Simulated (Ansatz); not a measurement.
A (101) slab of CoPtO2 (R-3m (No. 166)), 20 planes, outer planes O (top) and Co (bottom), with 20 atoms (Co5Pt5O10) in a surface cell of A = 16.733 Å², as cut from the bulk:

```xyz
20
Lattice="2.8102 0.0000 0.0000 -1.4051 5.9544 0.0000 0.0000 0.0000 26.1201" Properties=species:S:1:pos:R:3 pbc="T T T"
Co    0.0000    3.1430    7.5000
O     1.4051    2.2993    8.4349
Pt    1.4051    0.3316    8.7055
O     0.0000    4.3183    8.9761
Co    1.4051    3.4745    9.9110
O     0.0000    2.6308   10.8459
Pt    0.0000    0.6631   11.1165
O     1.4051    4.6498   11.3871
Co    0.0000    3.8061   12.3220
O     1.4051    2.9624   13.2569
Pt    1.4051    0.9947   13.5275
O     0.0000    4.9814   13.7981
Co    1.4051    4.1377   14.7330
O     0.0000    3.2940   15.6679
Pt    0.0000    1.3263   15.9385
O     1.4051    5.3130   16.2091
Co    0.0000    4.4692   17.1440
O     1.4051    3.6255   18.0789
Pt    1.4051    1.6578   18.3495
O     0.0000    5.6445   18.6201
```

The calculation used DFT PBEsol, scalar-relativistic, plane waves, PAW (Ansatz 0.2.0). Settings: cutoff 420 eV, Γ-centred mesh 13×6×1 on the computed 20-atom cell, Gaussian smearing of 0.10 eV; no spin polarisation. A dipole correction removes the field between periodic images along c.

Against the same 20 atoms in the bulk, the slab as cut lies 6.029 eV higher and the relaxed slab 5.265 eV higher. Bulk and slab both ran without spin polarisation, so these energies, and the surface energy and work of the cut from them, are those of a non-magnetic state, though Co often carries moments.

(1) Work out the surface energy before and after relaxation.

(2) What is the ideal work of this cut, per area?

Spin polarisation was left out, and a magnetic state may lie lower.

Results:

(1) The slab has two faces, so γ = (E_slab − N·E_bulk)/(2A), the mean of both. As cut: 6.029/(2 × 16.733) = 0.1802 eV/Å², and 1 eV/Å² = 16.02 J/m², so γ = 2.89 J/m². Relaxed: 5.265/(2 × 16.733) = 0.1573 eV/Å² = 2.52 J/m². Relaxation recovers 13 % of the cost of cutting.

(2) Griffith's ideal work is 2γ: 5.77 J/m² if the new faces stay rigid, 5.04 J/m² if they relax. One thickness was run, 20 planes, so γ can still shift with it.